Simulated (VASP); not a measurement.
## InH: single point with PBE

The system is InH.

```
CELL_PARAMETERS angstrom
0.00000 2.15000 2.15000
2.15000 0.00000 2.15000
2.15000 2.15000 0.00000
ATOMIC_POSITIONS crystal
In 0.00000 0.00000 0.00000
H 0.50000 0.50000 0.50000
```

The cell comes from a database or a generator and needn't be the stable form of this composition.

| Item | Value |
| --- | --- |
| Program | VASP 6.6.1 |
| Task | single point |
| Functional | PBE |
| Potentials or basis | VASP PAW PBE potentials, release 64 (In_d, H) |
| Cutoff | 520 eV |
| k mesh | 8 × 8 × 8 |
| Occupations | gaussian, width 0.05 eV |
| Spin | no spin polarisation |

| Item | Value |
| --- | --- |
| Pressure | 52.4 GPa |
| Band gap on the k mesh | none (metal or under the smearing width) |

Levels at points of the mesh, in eV from the Fermi level:
| k point | band 5 | band 6 | band 7 | band 8 | band 9 | band 10 |
| --- | --- | --- | --- | --- | --- | --- |
| (0.00, 0.00, 0.00) | -15.17 | -14.27 | 5.78 | 10.85 | 10.85 | 10.85 |
| (0.50, 0.00, 0.00) | -14.85 | -8.92 | -5.47 | 4.89 | 9.55 | 9.55 |
| (0.50, 0.50, 0.00) | -14.76 | -5.27 | -4.42 | 2.79 | 3.13 | 3.13 |

Run time: 9 s on 1 thread of Intel(R) Xeon(R) Platinum 8488C (Sapphire Rapids), on a shared host, peak memory 0.14 GiB.

Caveat: a pressure of tens of GPa on the cell as given is suspect, and the run, the potentials or the cell itself is likely at fault.
